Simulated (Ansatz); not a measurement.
Input of an Ansatz 0.2.0 run:

The input input.yaml:

```yaml
crystal:
  lattice:
    - [0.0, 2.47502, 2.47502]
    - [2.47502, 0.0, 2.47502]
    - [2.47502, 2.47502, 0.0]
  atoms:
    - { symbol: Pb, position: [0.0, 0.0, 0.0] }
hamiltonian:
  xc: pbe
  pseudopotentials: { kind: paw }
kpoints:
  mp_grid: { grid: [9, 9, 9] }
scf:
  occupations: { method: fermi_dirac, width: 0.05 }
output:
  forces: true
  stress: true
  write_density: true
  write_potential: true
  elf: true
  volumetric_format: npy
relax:
  f_tol: 0.01
  max_steps: 40
  cell: { stress_tol: 0.05 }
```

Potentials or basis: Ansatz PAW.

Launch:

```bash
$ ansatz run input.yaml --threads 2 --pin off --max-ram 5632MiB --backend cpu --events-out ev --progress --plain --runs-dir out
```

Task: Estimate the relaxed volume.

Result: 31.88 Å³/atom.

Task: What does it give for the space group after relaxing (to 0.05 Å)?

Result: Fm-3m (No. 225).

Task: What does it give for the band gap on the k mesh?

Result: None (metal or under the smearing width).

Final structure:
```
Pb
1.0
     0.00000    2.51663    2.51663
     2.51663    0.00000    2.51663
     2.51663    2.51663    0.00000
Pb
1
Direct
  0.00000 0.00000 0.00000
```

 Spin-orbit coupling is left out, which matters for the levels of Pb.

The cell as given is a measured one (30.32 Å³/atom); PBE puts the equilibrium volume +5.1 % from it, thermal expansion not counted.
